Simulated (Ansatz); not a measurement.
## Moving the functional in Bi

The structure is monoclinic, space group P2_1/m (No. 11). The conventional cell has a = 4.658 Å, b = 4.526 Å, c = 6.521 Å, α = 90.00°, β = 93.04°, γ = 90.00°. Bi (site symmetry m) is surrounded by 6 Bi at 3.24 to 3.26 Å. Around Bi (site symmetry m) lie 6 Bi at 3.24 to 3.26 Å.

Kept alike: task equation of state; k mesh 6 × 6 × 4; occupations fermi-dirac, width 0.05 eV; no spin polarisation. Program: Ansatz, Ansatz PAW. Cutoffs run from 420 to 500 eV. The mesh is that of the run's cell of 4 atoms. No spin-orbit coupling.

```csv
functional,volume (Å³/atom),bulk modulus (GPa)
LDA,32.612,57.0
PBE,35.131,46.4
r2SCAN,34.409,51.0
```

For a metal such a mesh leaves the last digits unconverged. Volume and modulus come from cells scaled at fixed shape and fractions; off cubic symmetry such a modulus can lie above the relaxed one. All rows use potentials made for PBE.

The volume runs from 32.612 (LDA) to 35.131 Å³/atom (PBE). From PBE: LDA -2.519; r2SCAN -0.722. The bulk modulus runs from 46.4 (PBE) to 57.0 GPa (LDA). From PBE: LDA +10.6; r2SCAN +4.6.

LDA gives the smallest volume and the stiffest lattice, PBE the largest and softest, and r2SCAN falls between them on both counts. This is the familiar pattern of LDA overbinding. Gradient corrections favour the more inhomogeneous density of separated atoms, which weakens cohesion and lengthens the bonds, while the kinetic-energy density in r2SCAN probably restores part of the attraction at intermediate range. The modulus rises as the volume falls in all three rows, as expected when shorter contacts bring steeper repulsion between the atomic shells.

Bonding in bismuth rests mainly on the 6p electrons, with the 6s pair lying deeper and contributing little. The nearly equal contacts, longer than a normal Bi–Bi single bond, suggest p bonding shared along chains of atoms rather than localised in pairs. Such soft bonds make the equilibrium volume sensitive to small changes in exchange and correlation. The spread measures this sensitivity, not accuracy, and says nothing about how the functionals would rank this structure against the rhombohedral form.
